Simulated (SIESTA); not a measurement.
Runs of SIESTA 5.4.2 on ZrC. It takes space group Fm-3m (No. 225, cubic). The conventional cell has a = 4.730 Å, b = 4.730 Å, c = 4.730 Å, α = 90.00°, β = 90.00°, γ = 90.00°. Around Zr (site symmetry m-3m) lie 6 C at 2.37 Å. C (site symmetry m-3m) is surrounded by 6 Zr at 2.37 Å. 

```tsv
level	potentials or basis	gap on the mesh (eV)	pressure (GPa)
PBEsol	PseudoDojo 0.4 standard (PBEsol files), DZP (energy shift 0.003 Ry; two zetas on semicore shells)	none	-6.4
revPBE	PseudoDojo 0.4 standard (PBE files), DZP (energy shift 0.003 Ry; two zetas on semicore shells)	none	(a)
AM05	PseudoDojo 0.4 standard (PBEsol files), DZP (energy shift 0.003 Ry; two zetas on semicore shells)	none	-7.0
WC	PseudoDojo 0.4 standard (PBEsol files), DZP (energy shift 0.003 Ry; two zetas on semicore shells)	none	(b)
PW91	PseudoDojo 0.4 standard (PBE files), DZP (energy shift 0.003 Ry; two zetas on semicore shells)	none	-0.9
```

Alike in all rows: task single point; no spin polarisation; cell as given; k mesh 10 × 10 × 10; smearing fermi-dirac 0.05 eV; grid cutoff 800 Ry; energy shift 0.003 Ry.

Q: Fill in the values left out.

A: (a) 0.9; (b) -5.7.

Caveats: the basis of atomic orbitals isn't converged, which shifts pressures, moduli and gaps; the potentials were made for another functional, which shifts forces and pressure (some runs).

A k mesh can miss the band edges, and the runs leave out spin-orbit coupling on Zr.

A gap of «none» marks a metal or a gap under the smearing width.
